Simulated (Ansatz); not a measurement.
# WS2 (Tungstenite) (P6_3/mmc) in Ansatz: further runs

The runs below take WS2 (Tungstenite) through band structure, with PBE, PBE+U.

Program: Ansatz 0.2.0. These are calculated values, not measurements. Logs are shortened: lines on timing, memory, paths and dates and some standing lists are left out, and cuts for length are marked.

### 1 Starting point

The structure is hexagonal, space group P6_3/mmc (No. 194). The conventional cell has a = 3.180 Å, b = 3.180 Å, c = 12.500 Å, α = 90.00°, β = 90.00°, γ = 120.00°. W (site symmetry -6m2) has 6 S at 2.41 Å as nearest neighbours. S (site symmetry 3m) has 3 W at 2.41 Å as nearest neighbours.

### 2 Band structure, PBE

The input, input.yaml:

```yaml
crystal:
  lattice:
    - [3.18, 0.0, 0.0]
    - [-1.59, 2.753960784, 0.0]
    - [0.0, 0.0, 12.5]
  atoms:
    - { symbol: W, position: [0.6666666667, 0.3333333333, 0.75] }
    - { symbol: W, position: [0.3333333333, 0.6666666667, 0.25] }
    - { symbol: S, position: [0.6666666667, 0.3333333333, 0.375] }
    - { symbol: S, position: [0.3333333333, 0.6666666667, 0.875] }
    - { symbol: S, position: [0.6666666667, 0.3333333333, 0.125] }
    - { symbol: S, position: [0.3333333333, 0.6666666667, 0.625] }
hamiltonian:
  xc: pbe
  pseudopotentials: { kind: paw }
kpoints:
  mp_grid: { grid: [10, 10, 3] }
  band_path:
    path:
      - [[0.0, 0.0, 0.0], [0.5, 0.0, 0.0], [0.3333333333, 0.3333333333, 0.0], [0.0, 0.0, 0.0], [0.0, 0.0, 0.5], [0.5, 0.0, 0.5], [0.3333333333, 0.3333333333, 0.5], [0.0, 0.0, 0.5]]
      - [[0.5, 0.0, 0.5], [0.5, 0.0, 0.0]]
      - [[0.3333333333, 0.3333333333, 0.0], [0.3333333333, 0.3333333333, 0.5]]
    npoints: 14
scf:
  occupations: { method: fermi_dirac, width: 0.05 }
  n_extra_bands: 15
output:
  forces: true
  stress: true
  eigenvalues: true
  fatbands: true
```

Potentials or basis: Ansatz PAW.

On the command line:

```console
> ansatz run input.yaml --threads 2 --pin off --max-ram 5632MiB --backend cpu --events-out ev --progress --plain --runs-dir out
```

The log of the run:

```text
Warning: RAYON_NUM_THREADS=2 ignored (pool sized by the plan → 2); use --threads N
scf.n_extra_bands = 15 over 26 filled bands (N_el = 52.0): the run solves 41 bands
Engine: ansatz 0.2.0, aarch64-unknown-linux-gnu
Pseudopotentials: kind: paw
Pseudopotential: W, paw, valence charge 14, recommended cutoff 420 eV (normal), W.paw.azcp
Pseudopotential: S, paw, valence charge 6, recommended cutoff 420 eV (normal), S.paw.azcp
Functional definition: PBE
  parameter kappa = 0.804
  parameter beta = 0.06672455060314922
  exchange = pbe_x(kappa = kappa, mu = beta*pi^2/3)
  correlation = pbe_c(beta = beta)
Crystal: 6 atoms, lattice volume = 109.470 Å³
Basis set: ecut = 420 eV, 2129 PW (Γ), exchange–correlation on 48×48×180 points (8 copies of the dense FFT grid, shifted against one another)
Bands: 41, of which v1, the nominal top of the filled ones, is band 26 counted from 1 (25 counted from 0)
Symmetry: 24 space group operations
Space group: P63/mmc (ITA 194), of the structure as read, at distance tolerance 4.8e-5 Å
k-points: 28 of 300
Non-local potential: W, projectors of the file, l = 0: 3, l = 1: 2, l = 2: 2, l = 3: 1
Non-local potential: S, projectors of the file, l = 0: 2, l = 1: 2, l = 2: 2
PAW form: soft (Blöchl's): semilocal exchange-correlation on the pseudo side does not see the compensation charge
PAW one-centre angular grid: W, 590 points (default); XC on 64 Gauss nodes
PAW one-centre angular grid: S, 110 points (default); XC on 64 Gauss nodes
Initial density: superposition of atomic densities (neutral atoms: chi_scale 0, normalization atom), corrected by the library's trained network
Initial wavefunctions: pseudopotential atomic-orbital guess
Functional: x = pbe(κ = 0.804, μ = 0.2195149727645171), c = pbe(β = 0.06672455060314922)
SCF iter   1: F=—  HF=-24382.791033 eV  |F-HF|=—  |Δ(HF+E_count)|=         —  Δρ=5.04e-3  dr2=1.40e-2  ethr=1.77e-3  ⟨swp⟩=6.2  Hψ=5531  notcnv=0  defer=32
preconditioner: auto → Resta (q_TF=auto, 2.410 Å⁻¹)  ε∞=4.7  [insulator: Δε(μ)=1.113 eV  Ē_g=11.081 eV  σ=0.050 eV  W_gap=1.00  n_scr=26 (ndim 8)  ℏωp=21.3 eV  f_vac=0.025  D(μ)=0.00/eV (n_scr^D=0)  ε∞_Penn≈4.7]
SCF iter   2: F=—  HF=-24382.795693 eV  |F-HF|=—  |Δ(HF+E_count)|=   4.66e-3  Δρ=2.69e-3  dr2=2.02e-3  ethr=2.69e-5  ⟨swp⟩=2.0  Hψ=1733  notcnv=0  defer=139
SCF iter   3: F=—  HF=-24382.799418 eV  |F-HF|=—  |Δ(HF+E_count)|=   3.73e-3  Δρ=1.16e-3  dr2=4.41e-4  ethr=3.89e-6  ⟨swp⟩=2.4  Hψ=1408  notcnv=0  defer=139
SCF iter   4: F=—  HF=-24382.800320 eV  |F-HF|=—  |Δ(HF+E_count)|=   9.01e-4  Δρ=7.96e-5  dr2=1.74e-5  ethr=8.47e-7  ⟨swp⟩=2.0  Hψ=1418  notcnv=0  defer=139
SCF iter   5: F=—  HF=-24382.800336 eV  |F-HF|=—  |Δ(HF+E_count)|=   1.69e-5  Δρ=2.17e-5  dr2=4.03e-7  ethr=3.34e-8  ⟨swp⟩=2.0  Hψ=1311  notcnv=0  defer=139
SCF iter   6: F=-24382.800337 eV  HF=-24382.800337 eV  |F-HF|=1.71e-8  |Δ(HF+E_count)|=   5.99e-7  Δρ=6.00e-6  dr2=6.11e-8  ethr=1.92e-10  ⟨swp⟩=11.5  Hψ=6153  notcnv=0
SCF 1 converged in 6 iterations: F = -24382.800337 eV  dr2 = 6.11e-8
NSCF: frozen V_eff on 129 k-points
SCF converged after 6 iterations
Free energy (F): -24382.800337 eV
Harris-Foulkes:  -24382.800337 eV  (|F-HF|=1.71e-8)
Internal energy: -24382.800337 eV  (E = F + TS)
E sigma→0 (E₀):  -24382.800337 eV
Entropy (-TS):   -0.000000 eV (-0.000 meV/atom)
Fermi energy:    11.767307 eV
--- Per-component energies (eV) ---
  E_band       = -396.020294
  E_kinetic    = 1332.606702
  E_local      = -3640.456660  (includes V_loc(G=0)·N_el)
  E_nonlocal   = 114.706869
  E_hartree    = 1448.741997
  E_xc         = -924.382379
  E_vxc        = -830.173410  (∫ρ·V_xc dr)
  E_paw        = -19526.253631  (= ΣΔE_a)
  E_vpaw       = -270.179562  (= ΣTr[D̂ρ^β])
  E_aug_tail   = -0.000119  (compensation charges beyond the density's cutoff)
  E_ewald      = -3187.763116
  E_smearing   = -0.000000  (= −TS)
  E_closure    = 0.000000  (closes the sum)
  Σ components = -24382.800337   (vs F -24382.800337, Δ=0.00e0)
--- Forces (eV/Å), atoms counted from 1 ---
  atom   1  W     -0.00000000    -0.00000000     0.00000000
  atom   2  W     -0.00000000     0.00000000    -0.00000000
  atom   3  S     -0.00000000    -0.00000000     0.12903999
  atom   4  S      0.00000000     0.00000000     0.12903999
  atom   5  S      0.00000000    -0.00000000    -0.12903999
  atom   6  S      0.00000000     0.00000000    -0.12903999
  max |Σ_I F_I| component: 9.25e-18 eV/Å
--- Stress (GPa, compression-positive) ---
        1.662823       0.000000      -0.000000
        0.000000       1.662823      -0.000000
       -0.000000      -0.000000       3.501057
  P = ⅓ Tr σ = 2.2756 GPa (22.756 kbar)
--- Band table (eV; the first three rows and the last of 28) ---
  k-point 0: bands = ["-63.3085", "-63.3085", "-27.5913", "-27.5913", "-27.4384", "-27.4384", "-27.4383", "-27.4383", "-4.2700", "-4.0862", "-2.6973", "-2.3427", "3.7891", "4.7017", "7.6068", "7.7288", "7.7288", "7.7402", "7.7402", "8.9567", "8.9567", "8.9992", "8.9992", "9.6946", "10.1737", "11.2656", "13.5107", "13.5107", "13.5185", "13.5185", "13.6079", "13.6079", "13.7592", "13.7592", "15.8601", "16.0971", "19.0162", "19.4498", "19.5107", "20.8501", "20.8793"]
  k-point 1: bands = ["-63.3085", "-63.3085", "-27.5913", "-27.5913", "-27.4384", "-27.4384", "-27.4384", "-27.4384", "-4.2298", "-4.1388", "-2.6040", "-2.4277", "3.9804", "4.4248", "7.7316", "7.7316", "7.7373", "7.7373", "8.0392", "8.9442", "8.9673", "8.9673", "8.9885", "8.9885", "10.7149", "11.1336", "13.5082", "13.5082", "13.5097", "13.5097", "13.6522", "13.6522", "13.7254", "13.7254", "15.9233", "16.0419", "19.1168", "19.3328", "19.7498", "20.3787", "20.9647"]
  k-point 2: bands = ["-63.3069", "-63.3069", "-27.5854", "-27.5853", "-27.4714", "-27.4714", "-27.4460", "-27.4460", "-4.1055", "-3.9219", "-2.6300", "-2.2909", "3.9850", "4.8956", "7.3084", "7.3313", "7.3322", "7.8859", "7.9043", "8.3736", "8.7023", "8.7503", "9.0320", "9.8829", "10.1729", "10.9559", "13.2915", "13.3817", "13.4521", "13.4725", "13.5330", "13.6278", "13.7893", "13.8412", "16.5963", "16.8206", "19.5162", "19.6260", "20.0769", "20.4687", "20.7945"]
  k-point 27: bands = ["-63.2897", "-63.2897", "-27.7055", "-27.7055", "-27.6337", "-27.6337", "-27.5219", "-27.5219", "-1.7985", "-1.7789", "-1.6481", "-1.6287", "4.8732", "4.9332", "5.0550", "5.0805", "6.2999", "6.3055", "6.6180", "6.7120", "7.3134", "7.4485", "8.2868", "8.4168", "10.4179", "10.4960", "12.6290", "12.6394", "13.7172", "14.1611", "14.4793", "14.5797", "15.9008", "16.0927", "17.3483", "17.3862", "17.8344", "18.4849", "19.8189", "19.9812", "21.4621"]
```

Wall time 14 s (2 threads of Arm Neoverse V2, shared host); peak memory 0.51 GiB.

Results:

| Property | Result |
| --- | --- |
| Free energy | -24382.8003 eV |
| Pressure | 2.3 GPa |
| Largest force | 0.129 eV/Å |
| Band gap on the k mesh | 1.12 eV, indirect (least direct gap 2.09 eV) |
| Band gap along the path | 1.05 eV, indirect (least direct gap 1.74 eV) |

Forces on the atoms (eV/Å):
```
W    0.000  0.000  0.000
W    0.000  0.000  0.000
S    0.000  0.000  0.129
S    0.000  0.000  0.129
S    0.000  0.000 -0.129
S    0.000  0.000 -0.129
```

Levels at the corners of the path, in eV from the valence-band top:
```csv
point,band 22,band 23,band 24,band 25,band 26,band 27,band 28,band 29,band 30,band 31
Γ,-2.27,-2.27,-1.57,-1.09,0.00,2.25,2.25,2.25,2.25,2.34
M,-2.70,-2.02,-1.85,-1.67,-1.51,2.20,2.24,2.56,2.77,3.12
K,-4.03,-2.91,-2.91,-0.74,-0.57,1.17,1.17,2.19,3.26,3.32
Γ,-2.27,-2.27,-1.57,-1.09,0.00,2.25,2.25,2.25,2.25,2.34
A,-2.29,-2.29,-2.29,-0.30,-0.30,2.24,2.24,2.24,2.24,2.42
L,-2.80,-1.94,-1.94,-1.58,-1.58,2.22,2.22,2.68,2.68,3.40
H,-3.78,-3.03,-3.03,-0.66,-0.66,1.17,1.17,2.65,2.65,3.39
A,-2.29,-2.29,-2.29,-0.30,-0.30,2.24,2.24,2.24,2.24,2.42
L,-2.80,-1.94,-1.94,-1.58,-1.58,2.22,2.22,2.68,2.68,3.40
M,-2.70,-2.02,-1.85,-1.67,-1.51,2.20,2.24,2.56,2.77,3.12
K,-4.03,-2.91,-2.91,-0.74,-0.57,1.17,1.17,2.19,3.26,3.32
H,-3.78,-3.03,-3.03,-0.66,-0.66,1.17,1.17,2.65,2.65,3.39
```

Caveat: the k mesh misses the band edges, so the gap on the mesh is wider than the one along the path; spin-orbit coupling is left out, which moves the levels of the heavy elements; this functional lacks dispersion, which binds the layers, so the pressure and a relaxed spacing across them are unreliable. PBE gaps usually lie below the measured ones, often by a third to a half.

### 3 Band structure, PBE+U

input.yaml: that of step 2 with these lines changed.

```diff
@@ -15,2 +15,3 @@
   pseudopotentials: { kind: paw }
+  hubbard: { sites: [{ species: W, l: d, u_eff: 1.0 }] }
 kpoints:
@@ -30,2 +31,2 @@
   eigenvalues: true
-  fatbands: true
+  fatbands: false
```

Potentials or basis: Ansatz PAW.

On the command line:

```console
> ansatz run input.yaml --threads 2 --pin off --max-ram 5632MiB --backend cpu --events-out ev --progress --plain --runs-dir out
```

The log of the run:

```text
Warning: RAYON_NUM_THREADS=2 ignored (pool sized by the plan → 2); use --threads N
W: projections on atomic orbitals take those of the free atom [Kr 4d10 4f14] 5s2 5p6 5d4 6s2, of charge +0.00 (hamiltonian.pseudopotentials.projection_atoms); the dataset's partial waves leave at most 6.5e-5 of an orbital's norm unspanned inside its sphere
S: projections on atomic orbitals take those of the free atom [Ne] 3s2 3p4, of charge +0.00 (hamiltonian.pseudopotentials.projection_atoms); the dataset's partial waves leave at most 1.6e-7 of an orbital's norm unspanned inside its sphere
scf.n_extra_bands = 15 over 26 filled bands (N_el = 52.0): the run solves 41 bands
[... 7 set-up lines as earlier in the session ...]
[... 51 lines left out ...]
  Σ components = -24380.317860   (vs F -24380.317860, Δ=0.00e0)
--- Forces (eV/Å), atoms counted from 1 ---
  atom   1  W     -0.00000000    -0.00000000     0.00000000
  atom   2  W      0.00000000     0.00000000    -0.00000000
  atom   3  S      0.00000000    -0.00000000     0.13371432
  atom   4  S      0.00000000     0.00000000     0.13371432
  atom   5  S      0.00000000    -0.00000000    -0.13371432
  atom   6  S      0.00000000     0.00000000    -0.13371432
  max |Σ_I F_I| component: 2.78e-17 eV/Å
--- Stress (GPa, compression-positive) ---
        1.730799       0.000000      -0.000000
        0.000000       1.730799      -0.000000
       -0.000000      -0.000000       3.538537
  P = ⅓ Tr σ = 2.3334 GPa (23.334 kbar)
--- Band table (eV; the first three rows and the last of 28) ---
  k-point 0: bands = ["-63.3193", "-63.3193", "-27.5979", "-27.5979", "-27.4500", "-27.4500", "-27.4499", "-27.4499", "-4.2686", "-4.0849", "-2.6945", "-2.3401", "3.7728", "4.6785", "7.6095", "7.7193", "7.7193", "7.7307", "7.7307", "8.9821", "8.9821", "9.0249", "9.0249", "9.6973", "10.1334", "11.2286", "13.5339", "13.5339", "13.5412", "13.5412", "13.6039", "13.6039", "13.7552", "13.7552", "15.8574", "16.0948", "19.0185", "19.4516", "19.5079", "20.8530", "20.8803"]
  k-point 1: bands = ["-63.3193", "-63.3193", "-27.5979", "-27.5979", "-27.4500", "-27.4500", "-27.4499", "-27.4499", "-4.2284", "-4.1374", "-2.6013", "-2.4251", "3.9632", "4.4046", "7.7221", "7.7221", "7.7278", "7.7278", "8.0381", "8.9383", "8.9928", "8.9928", "9.0142", "9.0142", "10.6831", "11.0982", "13.5308", "13.5308", "13.5311", "13.5311", "13.6497", "13.6497", "13.7220", "13.7220", "15.9208", "16.0396", "19.1190", "19.3348", "19.7480", "20.3794", "20.9657"]
  k-point 2: bands = ["-63.3177", "-63.3176", "-27.5920", "-27.5919", "-27.4829", "-27.4829", "-27.4576", "-27.4576", "-4.1040", "-3.9206", "-2.6259", "-2.2870", "3.9695", "4.8734", "7.2999", "7.3226", "7.3412", "7.8770", "7.8953", "8.3946", "8.7275", "8.7760", "9.0473", "9.8860", "10.1322", "10.9217", "13.2863", "13.4071", "13.4475", "13.4983", "13.5245", "13.6232", "13.8129", "13.8642", "16.5935", "16.8181", "19.5141", "19.6286", "20.0790", "20.4693", "20.7945"]
  k-point 27: bands = ["-63.3004", "-63.3004", "-27.7170", "-27.7170", "-27.6452", "-27.6452", "-27.5285", "-27.5285", "-1.7972", "-1.7775", "-1.6352", "-1.6158", "4.8953", "4.9542", "5.0505", "5.0746", "6.2970", "6.3020", "6.6169", "6.7107", "7.3172", "7.4514", "8.2989", "8.4263", "10.4020", "10.4800", "12.5800", "12.5912", "13.7382", "14.1744", "14.4771", "14.5689", "15.9262", "16.1176", "17.3480", "17.3853", "17.8345", "18.4832", "19.8197", "19.9823", "21.4650"]
Occupation matrices written to <dir>
```

Wall time 12 s (2 threads of Arm Neoverse V2, shared host); peak memory 0.7 GiB.

What came out:

```
Free energy             : -24380.3179 eV
Pressure                : 2.3 GPa
Largest force           : 0.134 eV/Å
Band gap on the k mesh  : 1.14 eV, indirect (least direct gap 2.05 eV)
Band gap along the path : 1.07 eV, indirect (least direct gap 1.70 eV)
```

Forces in eV/Å, atoms in the order of the input:
```
W    0.000  0.000  0.000
W    0.000  0.000  0.000
S    0.000  0.000  0.134
S    0.000  0.000  0.134
S    0.000  0.000 -0.134
S    0.000  0.000 -0.134
```

Levels at the corners of the path, in eV from the valence-band top:
```
point  band 23  band 24  band 25  band 26  band 27  band 28  band 29  band 30
    Γ    -2.20    -1.53    -1.10     0.00     2.31     2.31     2.31     2.31
    M    -1.98    -1.82    -1.65    -1.49     2.22     2.26     2.56     2.77
    K    -2.86    -2.86    -0.71    -0.54     1.15     1.15     2.24     3.32
    Γ    -2.20    -1.53    -1.10     0.00     2.31     2.31     2.31     2.31
    A    -2.23    -2.23    -0.30    -0.30     2.30     2.30     2.30     2.30
    L    -1.90    -1.90    -1.56    -1.56     2.24     2.24     2.68     2.68
    H    -2.98    -2.98    -0.64    -0.64     1.15     1.15     2.71     2.71
    A    -2.23    -2.23    -0.30    -0.30     2.30     2.30     2.30     2.30
    L    -1.90    -1.90    -1.56    -1.56     2.24     2.24     2.68     2.68
    M    -1.98    -1.82    -1.65    -1.49     2.22     2.26     2.56     2.77
    K    -2.86    -2.86    -0.71    -0.54     1.15     1.15     2.24     3.32
    H    -2.98    -2.98    -0.64    -0.64     1.15     1.15     2.71     2.71
```

Eigenvalues of the final occupation matrices:
```
  site  spin  trace               eigenvalues
site 1     1   2.47  0.45 0.45 0.51 0.51 0.56
site 2     1   2.47  0.45 0.45 0.51 0.51 0.56
```

Caveat: the k mesh misses the band edges, so the gap on the mesh is wider than the one along the path; spin-orbit coupling is left out, which moves the levels of the heavy elements; this functional lacks dispersion, which binds the layers, so the pressure and a relaxed spacing across them are unreliable.

(Part 1 of 2 ends here.)
